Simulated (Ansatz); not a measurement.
Level of theory: DFT PBEsol, scalar-relativistic, plane waves, PAW (Ansatz).

Cutoff 420 eV; k points 6×6×6 on the computed 2-atom cell (Γ-centred); Gaussian smearing, width 0.02 eV; no spin polarisation.

```xyz
2
Lattice="3.8392 0.0000 0.0000 0.0000 3.8392 0.0000 0.0000 0.0000 3.8392" Properties=species:S:1:pos:R:3 pbc="T T T"
K     0.0000    0.0000    0.0000
Cl    1.9196    1.9196    2.0696
```

**Question.** Is this geometry at equilibrium? Which atom feels the largest force?

**Answer.** It isn't. Atom 2 (Cl) feels (0.00, 0.00, -0.07) eV/Å, 0.073 eV/Å in size, and symmetry-related atoms feel the same size.

**Question.** Give all forces and the stress.

**Answer.**
```tsv
atom	Fx	Fy	Fz
K1	0.000	0.000	0.073
Cl2	0.000	0.000	-0.073
```
Stress (GPa, compression positive):
```
-1.31  0.00  0.00
 0.00 -1.31  0.00
 0.00  0.00 -1.32
```

This CsCl-type form isn't the usual stable structure of the compound.

Cost: 1 run of about 0.076 core-minutes, on Arm Neoverse N1 (shared hosts).